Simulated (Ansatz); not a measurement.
## Se: what symmetry allows forces and stress to be

```xyz
2
Lattice="0.2095 2.9571 2.9571 3.4819 -0.0340 3.2006 3.4819 3.2006 -0.0340" Properties=species:S:1:pos:R:3 pbc="T T T"
Se    3.5016    2.8987    2.8987
Se    5.4650    4.7560    4.7560
```

Theory: DFT PBE, scalar-relativistic, plane waves, PAW (Ansatz 0.2.0).

Plane waves to 420 eV, a k mesh through Γ of 12×10×10 on the computed 2-atom cell and Gaussian smearing (0.10 eV); no spin polarisation.

This distorted cell has space group C2/m, with 4 operations.

**Question.** Without a calculation: in which directions can each atom feel a force?

**Answer.** A force must be left unchanged by every operation that keeps its atom in place, so it lies in the space that those operations leave fixed. Atoms that the group maps onto each other feel forces of one size.
```tsv
atom	site symmetry	operations at the site	equivalent to atom	allowed force (Cartesian)
Se1	m	2	1	in the plane normal to (0.00, 0.71, -0.71)
Se2	m	2	1	in the plane normal to (0.00, 0.71, -0.71)
```

That leaves 2 independent force components of 6. A relaxation in this cell that keeps the symmetry moves the atoms in these directions alone.

**Question.** And the stress tensor?

**Answer.** It must be invariant under the point group, which leaves 4 independent components: yy = zz, xz = xy.

**Question.** Do the computed values obey this?

**Answer.** Yes. Forces (eV/Å):
```
Se1  0.631 -0.016 -0.016
Se2 -0.631  0.016  0.016
```

Stress (GPa, compression positive, xx yy zz yz xz xy): 0.00 1.07 1.07 0.17 1.40 1.40. The program imposes the same operations on density, forces and stress, so this confirms the analysis and is no independent test of the calculation.

Spin polarisation was left out, and a magnetic state may lie lower.

This diamond-type form isn't the element's structure at ambient conditions.